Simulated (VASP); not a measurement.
# Br: single point with PBEsol

Crystal: Br.

```
Br
1.0
     3.33500   -2.24000    0.00000
     3.33500    2.24000    0.00000
     0.00000    0.00000    8.72000
Br
4
Direct
  0.13500 0.86500 0.11000
  0.63500 0.36500 0.39000
  0.87251 0.15322 0.89146
  0.36500 0.63500 0.61000
```

The cell isn't the ideal one: one atom moved.

```
Program                : VASP 6.6.1
Task                   : single point
Functional             : PBEsol
Potentials or basis    : VASP PAW PBE potentials, release 64 (Br)
Cutoff                 : 520 eV
k mesh                 : 8 × 8 × 4
Occupations            : gaussian, width 0.02 eV
Spin                   : no spin polarisation
Dipole correction      : no
Further INCAR settings : ALGO = Fast; EDIFF = 1e-06; NBANDS = 22
```

```
Pressure               : 0.9 GPa
Largest force          : 1.081 eV/Å
Band gap on the k mesh : 1.74 eV, indirect (least direct gap 1.84 eV)
```

Forces on the atoms (eV/Å):
```
Br   0.008 -0.456  0.927
Br  -0.007 -0.508 -0.954
Br  -0.025  0.460 -0.928
Br   0.025  0.504  0.956
```

Stress tensor (GPa, compression positive):
```
 0.23  0.03 -0.06
 0.03  0.32  0.08
-0.06  0.08  2.30
```

Levels at points of the mesh, in eV from the valence-band top:
| k point | band 10 | band 11 | band 12 | band 13 | band 14 | band 15 | band 16 | band 17 | band 18 | band 19 |
| --- | --- | --- | --- | --- | --- | --- | --- | --- | --- | --- |
| (0.00, 0.00, 0.00) | -1.73 | -1.07 | -0.52 | -0.09 | -0.09 | 1.75 | 2.66 | 5.74 | 6.36 | 7.03 |
| (0.50, 0.00, 0.00) | -2.14 | -1.03 | -1.00 | -0.41 | -0.32 | 2.54 | 2.56 | 6.79 | 6.87 | 8.93 |
| (0.00, 0.50, 0.00) | -2.17 | -1.03 | -0.97 | -0.35 | -0.26 | 2.52 | 2.55 | 6.78 | 6.83 | 8.92 |
| (0.50, 0.50, 0.00) | -2.49 | -1.59 | -1.29 | -0.57 | -0.16 | 1.81 | 2.32 | 6.95 | 7.28 | 7.55 |
| (0.00, 0.00, 0.50) | -1.75 | -0.99 | -0.98 | -0.09 | -0.09 | 2.04 | 2.05 | 6.41 | 6.46 | 7.96 |
| (0.50, 0.00, 0.50) | -2.18 | -0.74 | -0.67 | -0.09 | -0.02 | 2.18 | 2.19 | 7.11 | 7.26 | 8.26 |
| (0.00, 0.50, 0.50) | -2.22 | -0.70 | -0.59 | -0.07 | 0.00 | 2.12 | 2.21 | 7.07 | 7.16 | 8.35 |
| (0.50, 0.50, 0.50) | -2.40 | -1.11 | -1.10 | -0.83 | -0.80 | 1.94 | 1.95 | 7.67 | 7.76 | 8.69 |

Wall time 4.5 min on 1 thread of Intel(R) Xeon(R) Platinum 8488C (Sapphire Rapids) (shared host), peak memory 0.42 GiB.

Caveat: the PAW data sets were made with another functional, which shifts forces and pressure a little. A k mesh can miss the band edges.
